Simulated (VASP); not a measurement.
Here is a VASP 6.6.1 calculation.

File INCAR:

```
PREC = Accurate
ENCUT = 600
EDIFF = 1E-7
ISMEAR = -1
SIGMA = 0.05
LREAL = False
LASPH = True
NELM = 100
ALGO = Fast
ISIF = 3
LWAVE = False
LCHARG = False
GGA = RP
IVDW = 12
IBRION = 2
NSW = 60
EDIFFG = -0.005
```

File KPOINTS:

```
Automatic mesh
0
Gamma
  10 10 10
```

File POSCAR:

```
HfC
1.0
    0.0000000000      2.3250000000      2.3250000000
    2.3250000000      0.0000000000      2.3250000000
    2.3250000000      2.3250000000      0.0000000000
Hf C
1 1
Direct
    0.5000000000      0.5000000000      0.5000000000
    0.0000000000      0.0000000000      0.0000000000
```

Potentials or basis: VASP PAW PBE potentials, release 64 (Hf_pv, C).

The run is started by

```bash
$ cat potpaw_PBE.64/Hf_pv/POTCAR potpaw_PBE.64/C/POTCAR > POTCAR
$ mpirun -np 1 vasp_std > vasp.out
```

(1) Estimate the dispersion energy per atom.

(2) What does it give for the relaxed cell?

(3) What does it give for the space group after relaxing (to 0.05 Å)?

(4) Predict the relaxed volume.

Results:

(1) -2.580 eV.

(2) a = 3.168 Å, b = 3.168 Å, c = 3.168 Å, α = 60.00°, β = 60.00°, γ = 60.00°.

(3) Fm-3m (No. 225).

(4) 11.24 Å³/atom.

Caveat: the PAW data sets were made with another functional, which shifts forces and pressure a little; the volume moved by -11 % from the deposited cell, more than functionals usually miss; pairwise dispersion overbinds metals, which lowers pressure and volume.
